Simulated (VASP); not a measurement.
# TiTe2 and the effect of the dispersion correction

The cell as given:

The structure is tetragonal, space group P4/mmm (No. 123). Conventional cell: a = 3.026 Å, b = 3.026 Å, c = 9.302 Å, α = 90.00°, β = 90.00°, γ = 90.00°. Ti (site symmetry 4/mmm) has 2 Te at 2.74 Å and 4 Ti at 3.03 Å as nearest neighbours. Te (site symmetry 4mm) is surrounded by 1 Ti at 2.74 Å and 4 Te at 3.03 Å.

Measurements of this composition are mostly on another form, of space group No. 164.

Kept alike: task relaxation of cell and atoms; functional PBEsol; k mesh 9 × 9 × 3; occupations fermi-dirac, width 0.05 eV; no spin polarisation. Program: VASP, PBE PAW files Te, Ti_sv, 600 eV. The mesh is that of the run's cell of 3 atoms. No spin-orbit coupling.

| dispersion correction | volume (Å³/atom) | first edge of the run's cell (Å) | third edge of the run's cell (Å) |
| --- | --- | --- | --- |
| D3(zero) | 27.893 | 3.014 | 9.212 |
| D3(BJ) | 26.994 | 2.987 | 9.077 |
| D4 | 27.892 | 3.011 | 9.227 |
| none | 29.093 | 3.035 | 9.477 |
| rVV10 (b = 20) | 28.542 | 3.028 | 9.340 |

The relaxations keep at least the cell's symmetry (P4/mmm). For a metal such a mesh leaves the last digits unconverged. Relaxations stop with a little pressure left, so the last digits of a volume or edge aren't settled. All rows use potentials made for PBE.

What does the dispersion correction change here?

The volume runs from 26.994 (D3(BJ)) to 29.093 Å³/atom (none). Against no correction: D3(zero) -4.1 %; D3(BJ) -7.2 %; D4 -4.1 %; rVV10 (b = 20) -1.9 %. Dispersion terms mostly attract and so lower the volume; the schemes' coefficients and damping set how far. The first edge of the run's cell runs from 2.987 (D3(BJ)) to 3.035 Å (none). The third edge of the run's cell runs from 9.077 (D3(BJ)) to 9.477 Å (none).
